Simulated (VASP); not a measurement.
A run of VASP 6.6.1 is set up as follows.

INCAR

```
PREC     = Accurate       # precision mode
ENCUT    = 600            # plane-wave cutoff, eV
EDIFF    = 1E-7           # SCF threshold, eV
ISMEAR   = 1              # smearing method
SIGMA    = 0.1            # smearing width, eV
LREAL    = F              # projectors in reciprocal space
LASPH    = T              # aspherical terms in the spheres
NELM     = 80             # most SCF steps
ALGO     = Fast           # electronic algorithm
ISIF     = 2              # what is computed and relaxed
LWAVE    = F              # write WAVECAR
LCHARG   = F              # write CHGCAR
GGA      = PS             # functional
IBRION   = 2              # ionic algorithm
NSW      = 40             # ionic steps
EDIFFG   = -0.01          # ionic threshold
```

KPOINTS

```
Automatic mesh
0
Gamma
  10 10 10
```

POSCAR

```
ScAl3                                   
1.0
    4.1525377490      0.0000000000      0.0000000000
    0.0000000000      4.1525377490      0.0000000000
    0.0000000000      0.0000000000      4.1525377490
  Sc              Al            
     1     3
Direct
     0.0000000000000000    0.0000000000000000    0.0000000000000000
     0.5000000000000000    0.0000000000000000    0.5000000000000000
     0.0000000000000000    0.5000000000000000    0.5000000000000000
     0.5000000000000000    0.5000000000000000    0.0000000000000000
```

Potentials or basis: VASP PAW PBE potentials, release 64 (Sc_sv, Al).

Command:

```sh
$ cat potpaw_PBE.64/Sc_sv/POTCAR potpaw_PBE.64/Al/POTCAR > POTCAR
$ mpirun -np 1 vasp_std > vasp.out
```

Task: What does it give for the band gap on the k mesh?

Result: None (metal or under the smearing width).

Final structure:
```
Sc Al
1.0
     4.15254    0.00000    0.00000
     0.00000    4.15254    0.00000
     0.00000    0.00000    4.15254
Sc Al
1 3
Direct
  0.00000 0.00000 0.00000
  0.50000 0.00000 0.50000
  0.00000 0.50000 0.50000
  0.50000 0.50000 0.00000
```

Caveat: the relaxation stopped at its first step, so nothing moved.
